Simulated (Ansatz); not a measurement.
Input and command of a plane-wave DFT calculation in Ansatz:

```yaml
crystal:
  lattice:
    - [5.5599248948, 0.1685184085, -0.2124316621]
    - [0.1648612913, 6.0813701946, 0.0674007236]
    - [-0.2120351842, 0.0433390095, 5.2184538829]
  atoms:
    - { symbol: Si, position: [0.4029298822, 0.1590201215, 0.6853432246] }
    - { symbol: Si, position: [0.8984095019, 0.9769291699, 0.6784049294] }
    - { symbol: Si, position: [0.543266606, 0.4368114079, 0.0740978217] }
    - { symbol: Si, position: [0.0063308818, 0.7027506119, 0.1442770684] }
    - { symbol: Si, position: [0.6245020051, 0.4482212106, 0.5538650428] }
    - { symbol: Si, position: [0.2100629907, 0.2448683187, 0.1371412189] }
    - { symbol: Si, position: [0.3664456889, 0.8957041886, 0.3052283286] }
    - { symbol: Si, position: [0.4160928061, 0.7209372469, 0.7546824159] }
    - { symbol: C, position: [0.0806715721, 0.2316896566, 0.7845156808] }
    - { symbol: C, position: [0.9843965618, 0.4595906439, 0.6399921654] }
    - { symbol: C, position: [0.6873285217, 0.9032227244, 0.1599056225] }
    - { symbol: C, position: [0.0671703205, 0.6823597649, 0.7784832129] }
    - { symbol: C, position: [0.8084990914, 0.2908767573, 0.250392031] }
    - { symbol: C, position: [0.0116369644, 0.4341089584, 0.3415695619] }
    - { symbol: C, position: [0.614330189, 0.9476267952, 0.875103839] }
    - { symbol: C, position: [0.8105746924, 0.0658256909, 0.327658353] }
  symmetry: { detect: false }
basis:
  ecutwfc: 420
kpoints:
  mp_grid: { grid: [4, 4, 4] }
hamiltonian:
  xc: pbe
scf:
  occupations: { method: gaussian, width: 0.1 }
  lower_state_search: "off"
output:
  forces: true
  stress: true
  eigenvalues: true
relax:
  adjacent_minimum: "off"
  f_tol: 0.04
  max_steps: 25
  cell: { stress_tol: 0.3 }
```

```bash
ansatz run input.yaml --threads 2 --pin off --max-ram 5120MiB --backend cpu --events-out ev --progress --plain --runs-dir out
```

Processor: Intel(R) Xeon(R) Processor @ 2.50GHz (Skylake/Cascade Lake), 2 threads, on a host shared with other jobs.

Question: Estimate time, memory and problem size.

Answer: About 3 min on 2 threads of Intel(R) Xeon(R) Processor @ 2.50GHz (Skylake/Cascade Lake), with other jobs on the host, peak memory 0.58 GiB. It solves 48 bands at 36 k points (the mesh reduced by symmetry) with about 3427 plane waves (on the last cell), in 32 SCF iterations over 6 ionic steps.
